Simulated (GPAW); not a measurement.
# WC (Qusongite) (P-6m2) in GPAW: a series of runs, part 2 of 2

GPAW 26.7.0. Earlier steps stand in the parts before.

### Step 3. Relaxation of cell and atoms, PBEsol+D3(BJ)

The input, run.py:

```python
from ase import Atoms
from ase.calculators.mixing import SumCalculator
from ase.filters import FrechetCellFilter
from ase.io import write
from ase.optimize import FIRE
from dftd3.ase import DFTD3
from gpaw import GPAW, PW, setup_paths

setup_paths.insert(0, '.')

atoms = Atoms(['W', 'C'],
              cell=[[2.9065, 0.0, 0.0],
                    [-1.45325, 2.5171028361, 0.0],
                    [0.0, 0.0, 2.8366]],
              scaled_positions=[[0.0, 0.0, 0.0],
                                [0.6666666667, 0.3333333333, 0.5]],
              pbc=True)

calc = GPAW(mode=PW(800),
            xc='PBEsol',
            kpts={'size': (10, 10, 9), 'gamma': True},
            occupations={'name': 'fermi-dirac', 'width': 0.05},
            nbands=19,
            convergence={'density': 1e-05, 'forces': 0.0001},
            maxiter=150,
            txt='gpaw.txt')
atoms.calc = SumCalculator([calc, DFTD3(method='pbesol', damping='d3bj')])
opt = FIRE(FrechetCellFilter(atoms), trajectory='relax.traj', logfile='-')
done = opt.run(fmax=0.02, steps=100)
calc.write('gs.gpw')
write('result.traj', atoms)
print('Converged:', done)
print('Cell:', atoms.cell.cellpar().round(4))
print('Volume:', round(atoms.get_volume(), 4))
print(atoms.get_scaled_positions().round(5))
```

Potentials or basis: PAW data sets generated in the run's folder for this functional, pw.

Launch:

```console
$ gpaw-setup -f PBEsol C W
$ OMP_NUM_THREADS=1 python run.py
```

It took 96 s on 1 thread of Arm Neoverse V2, shared host; peak memory 0.3 GiB.

It converged, with:

| Item | Value |
| --- | --- |
| Free energy | -23.4782 eV |
| Relaxed volume | 10.10 Å³/atom |
| Relaxed cell | a = 2.880 Å, b = 2.880 Å, c = 2.811 Å, α = 90.00°, β = 90.00°, γ = 120.00° |
| Space group after relaxing (to 0.05 Å) | P-6m2 (No. 187) |
| Energy gained by relaxing | 9.3 meV/atom |
| Ionic steps | 8 |
| Pressure after relaxing | -0.1 GPa |
| Band gap on the k mesh | none (metal or under the smearing width) |
| Dispersion energy per atom | -0.461 eV |

Stress tensor (GPa, compression positive):
```
-0.15  0.00  0.00
 0.00 -0.15  0.00
 0.00  0.00  0.01
```

The path:
| step | energy change (eV) | largest force (eV/Å) | pressure (GPa) | volume (Å³) |
| --- | --- | --- | --- | --- |
| 1 | 0.0000 | 0.0000 | -10.99 | 20.75 |
| 2 | -0.0120 | 0.0000 | -6.79 | 20.53 |
| 3 | -0.0186 | 0.0000 | 0.39 | 20.18 |
| 4 | -0.0186 | 0.0000 | 0.35 | 20.18 |
| 5 | -0.0186 | 0.0000 | 0.26 | 20.19 |
| 6 | -0.0186 | 0.0000 | 0.15 | 20.19 |
| 7 | -0.0187 | 0.0000 | 0.02 | 20.20 |
| 8 | -0.0187 | 0.0000 | -0.10 | 20.20 |

Final structure:
```cif
data_structure
_symmetry_space_group_name_H-M 'P 1'
_symmetry_Int_Tables_number 1
_cell_length_a 2.8805
_cell_length_b 2.8805
_cell_length_c 2.8115
_cell_angle_alpha 90.000
_cell_angle_beta 90.000
_cell_angle_gamma 120.000
_cell_volume 20.20
loop_
_atom_site_label
_atom_site_type_symbol
_atom_site_fract_x
_atom_site_fract_y
_atom_site_fract_z
_atom_site_occupancy
W1 W 0.00000 0.00000 0.00000 1
C1 C 0.66667 0.33333 0.50000 1
```

Levels at points of the mesh, in eV from the Fermi level:
| k point | band 7 | band 8 | band 9 | band 10 | band 11 | band 12 |
| --- | --- | --- | --- | --- | --- | --- |
| (0.00, 0.00, 0.00) | -3.42 | -3.42 | 0.13 | 3.36 | 3.36 | 5.82 |
| (0.50, 0.50, 0.00) | -3.71 | -3.69 | -0.44 | 2.43 | 4.72 | 5.10 |

Caveat: later steps reuse the first step's grids; pairwise dispersion overbinds metals, which lowers pressure and volume.

### Step 4. Relaxation of cell and atoms, RPBE+D4, target pressure 2 GPa, at which the enthalpy is minimised

The input, run.py:

```python
from ase.calculators.mixing import SumCalculator
from ase.filters import FrechetCellFilter
from ase.io import read, write
from ase.optimize import BFGS
from ase.units import GPa
from dftd4.ase import DFTD4
from gpaw import GPAW, PW

atoms = read('WC.xyz')

calc = GPAW(mode=PW(800),
            xc='RPBE',
            kpts={'size': (10, 10, 9), 'gamma': True},
            occupations={'name': 'fermi-dirac', 'width': 0.05},
            nbands=19,
            convergence={'density': 1e-05, 'forces': 0.0001},
            maxiter=150,
            txt='gpaw.txt')
atoms.calc = SumCalculator([calc, DFTD4(method='rpbe')])
opt = BFGS(FrechetCellFilter(atoms, scalar_pressure=2 * GPa), trajectory='relax.traj', logfile='-')
done = opt.run(fmax=0.02, steps=60)
calc.write('gs.gpw')
write('result.traj', atoms)
print('Converged:', done)
print('Cell:', atoms.cell.cellpar().round(4))
print('Volume:', round(atoms.get_volume(), 4))
print(atoms.get_scaled_positions().round(5))
```

The input, WC.xyz:

```xyz
2
Lattice="2.9065000000 0.0000000000 0.0000000000 -1.4532500000 2.5171028361 0.0000000000 0.0000000000 0.0000000000 2.8366000000" Properties=species:S:1:pos:R:3 pbc="T T T"
W      0.0000000000      0.0000000000      0.0000000000
C      1.4532500001      0.8390342786      1.4183000000
```

Potentials or basis: the program's PAW data sets (release 1.2.1) made for this functional, pw.

Launch:

```console
$ OMP_NUM_THREADS=1 python run.py
```

It took 2.3 min on 1 thread of Arm Neoverse V2, shared host; peak memory 0.35 GiB.

The run converged. Its results:

```
Free energy                                            : -21.9325 eV
Relaxed volume                                         : 10.23 Å³/atom
Relaxed cell                                           : a = 2.891 Å, b = 2.891 Å, c = 2.828 Å, α = 90.00°, β = 90.00°, γ = 120.00°
Space group after relaxing (to 0.05 Å)                 : P-6m2 (No. 187)
Energy change on relaxing (the enthalpy is what falls) : -0.6 meV/atom
Ionic steps                                            : 5
Pressure after relaxing                                : 2.0 GPa
Band gap on the k mesh                                 : none (metal or under the smearing width)
Dispersion energy per atom                             : -0.948 eV
```

The path:
```tsv
step	energy change (eV)	largest force (eV/Å)	pressure (GPa)	volume (Å³)
1	0.0000	0.0000	-3.55	20.75
2	-0.0018	0.0000	-0.49	20.59
3	-0.0011	0.0000	2.07	20.46
4	-0.0011	0.0000	2.05	20.46
5	-0.0012	0.0000	2.00	20.46
```

Final structure:
```cif
data_structure
_symmetry_space_group_name_H-M 'P 1'
_symmetry_Int_Tables_number 1
_cell_length_a 2.8907
_cell_length_b 2.8907
_cell_length_c 2.8280
_cell_angle_alpha 90.000
_cell_angle_beta 90.000
_cell_angle_gamma 120.000
_cell_volume 20.46
loop_
_atom_site_label
_atom_site_type_symbol
_atom_site_fract_x
_atom_site_fract_y
_atom_site_fract_z
_atom_site_occupancy
W1 W 0.00000 0.00000 0.00000 1
C1 C 0.66667 0.33333 0.50000 1
```

Levels at points of the mesh, in eV from the Fermi level:
```
           k point  band 7  band 8  band 9  band 10  band 11  band 12
(0.00, 0.00, 0.00)   -3.37   -3.37    0.07     3.30     3.30     5.71
(0.50, 0.00, 0.00)   -3.69   -3.63   -0.46     2.38     4.63     5.01
(0.50, 0.50, 0.00)   -3.69   -3.63   -0.46     2.38     4.63     5.01
```

Caveat: later steps reuse the first step's grids; pairwise dispersion overbinds metals, which lowers pressure and volume. The run has no spin-orbit coupling, so splittings on W are missing.

### Step 5. Relaxation of cell and atoms, revPBE+D3(BJ), target pressure 5 GPa, at which the enthalpy is minimised

The input, run.py:

```python
from ase.calculators.mixing import SumCalculator
from ase.filters import FrechetCellFilter
from ase.io import read, write
from ase.optimize import LBFGS
from ase.units import GPa
from dftd3.ase import DFTD3
from gpaw import GPAW, PW

atoms = read('POSCAR')

calc = GPAW(mode=PW(800),
            xc='revPBE',
            kpts={'size': (10, 10, 9), 'gamma': True},
            occupations={'name': 'fermi-dirac', 'width': 0.05},
            nbands=19,
            convergence={'density': 1e-05, 'forces': 0.0001},
            maxiter=150,
            txt='gpaw.txt')
atoms.calc = SumCalculator([calc, DFTD3(method='revpbe', damping='d3bj')])
opt = LBFGS(FrechetCellFilter(atoms, scalar_pressure=5 * GPa), trajectory='relax.traj', logfile='-')
done = opt.run(fmax=0.02, steps=100)
calc.write('gs.gpw')
write('result.traj', atoms)
print('Converged:', done)
print('Cell:', atoms.cell.cellpar().round(4))
print('Volume:', round(atoms.get_volume(), 4))
print(atoms.get_scaled_positions().round(5))
```

The input, POSCAR:

```
WC
1.0
    2.9065000000      0.0000000000      0.0000000000
   -1.4532500000      2.5171028361      0.0000000000
    0.0000000000      0.0000000000      2.8366000000
W C
1 1
Direct
    0.0000000000      0.0000000000      0.0000000000
    0.6666666667      0.3333333333      0.5000000000
```

Launch:

```console
$ OMP_NUM_THREADS=1 python run.py
```

Wall time 67 s (1 thread of Arm Neoverse V2, shared host); peak memory 0.24 GiB.

The run converged. Its results:

| Property | Result |
| --- | --- |
| Free energy | -21.9761 eV |
| Relaxed volume | 10.13 Å³/atom |
| Relaxed cell | a = 2.881 Å, b = 2.881 Å, c = 2.818 Å, α = 90.00°, β = 90.00°, γ = 120.00° |
| Space group after relaxing (to 0.05 Å) | P-6m2 (No. 187) |
| Energy change on relaxing (the enthalpy is what falls) | +0.4 meV/atom |
| Ionic steps | 5 |
| Pressure after relaxing | 5.0 GPa |
| Band gap on the k mesh | none (metal or under the smearing width) |
| Dispersion energy per atom | -0.884 eV |

Step by step:
| step | energy change (eV) | largest force (eV/Å) | pressure (GPa) | volume (Å³) |
| --- | --- | --- | --- | --- |
| 1 | 0.0000 | 0.0000 | -4.74 | 20.75 |
| 2 | -0.0032 | 0.0000 | 0.69 | 20.47 |
| 3 | 0.0009 | 0.0000 | 5.12 | 20.26 |
| 4 | 0.0007 | 0.0000 | 5.03 | 20.26 |
| 5 | 0.0007 | 0.0000 | 4.99 | 20.26 |

Final structure:
```
CELL_PARAMETERS angstrom
2.88129 0.00000 0.00000
-1.44064 2.49527 0.00000
0.00000 0.00000 2.81825
ATOMIC_POSITIONS crystal
W 0.00000 0.00000 0.00000
C 0.66667 0.33333 0.50000
```

Levels at points of the mesh, in eV from the Fermi level:
| k point | band 5 | band 6 | band 7 | band 8 | band 9 | band 10 | band 11 | band 12 | band 13 | band 14 |
| --- | --- | --- | --- | --- | --- | --- | --- | --- | --- | --- |
| (0.00, 0.00, 0.00) | -14.63 | -4.44 | -3.41 | -3.41 | 0.07 | 3.35 | 3.35 | 5.77 | 5.77 | 6.58 |
| (0.50, 0.50, 0.00) | -11.23 | -7.13 | -3.73 | -3.67 | -0.46 | 2.41 | 4.70 | 5.08 | 7.02 | 9.86 |

Caveat: later steps reuse the first step's grids; pairwise dispersion overbinds metals, which lowers pressure and volume. The run has no spin-orbit coupling, so splittings on W are missing.

### Step 6. The runs side by side

| level | potentials or basis | cell | optimizer | max steps | target pressure | gap on the mesh (eV) | pressure (GPa) | relaxed volume (Å³/atom) |
| --- | --- | --- | --- | --- | --- | --- | --- | --- |
| PBE+D4 | GPAW PAW data sets (gpaw-data 1.2.1), pw | relaxed | BFGS | 40 | - | none | 0.0 | 10.33 |
| PBEsol+D3(BJ) | PAW data sets generated in the run's folder for this functional, pw | relaxed | FIRE | 100 | - | none | -0.1 | 10.10 |
| RPBE+D4 | the program's PAW data sets (release 1.2.1) made for this functional, pw | relaxed to 2 GPa | BFGS | 60 | 2 GPa | none | 2.0 | - |
| revPBE+D3(BJ) | the program's PAW data sets (release 1.2.1) made for this functional, pw | relaxed to 5 GPa | LBFGS | 100 | 5 GPa | none | 5.0 | - |

Alike in all rows: task relaxation of cell and atoms; no spin polarisation; k mesh 10 × 10 × 9; cutoff (eV) 800; smearing fermi-dirac 0.05 eV.

Caveats: later steps reuse the first step's grids; pairwise dispersion overbinds metals, which lowers pressure and volume.

Total energies depend on the potentials used, so only differences within one code and one set of settings carry meaning.
